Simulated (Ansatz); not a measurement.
Pd:

```
Pd
1.0
    -1.57228    1.57228    1.57228
     1.57228   -1.57228    1.57228
     1.57228    1.57228   -1.57228
Pd
1
Direct
  0.00000 0.00000 0.00000
```

This isn't the form of Pd at room conditions, which is fcc.

| Item | Value |
| --- | --- |
| Program | Ansatz 0.2.0 |
| Task | single point |
| Functional | PBEsol |
| Potentials or basis | Ansatz PAW |
| Cutoff | 420 eV (not typed: the program's choice for these potentials) |
| k mesh | 12 × 12 × 12 |
| Occupations | fermi-dirac, width 0.05 eV |
| Spin | no spin polarisation |

On this cell: pressure -10.0 GPa; band gap on the k mesh none (metal or under the smearing width).

The same run follows on a disturbed copy (cell strained at random at fixed volume):

```
Pd
1.0
    -1.59918    1.54912    1.62845
     1.60297   -1.50854    1.59166
     1.57790    1.48727   -1.58787
Pd
1
Direct
  0.01291 0.99896 0.98783
```

Question: What does the disturbed cell give?

Answer: The energy (extrapolated to zero smearing) moves by +0.1 meV/atom; pressure -9.9 GPa; band gap on the k mesh none (metal or under the smearing width).

Stress tensor (GPa, compression positive):
```
 -9.55   1.21  -0.41
  1.21 -10.97  -2.36
 -0.41  -2.36  -9.15
```

Caveats: the PAW data sets come from PBE, with cores solved anew for the run's functional, which leaves a small shift of forces and pressure.
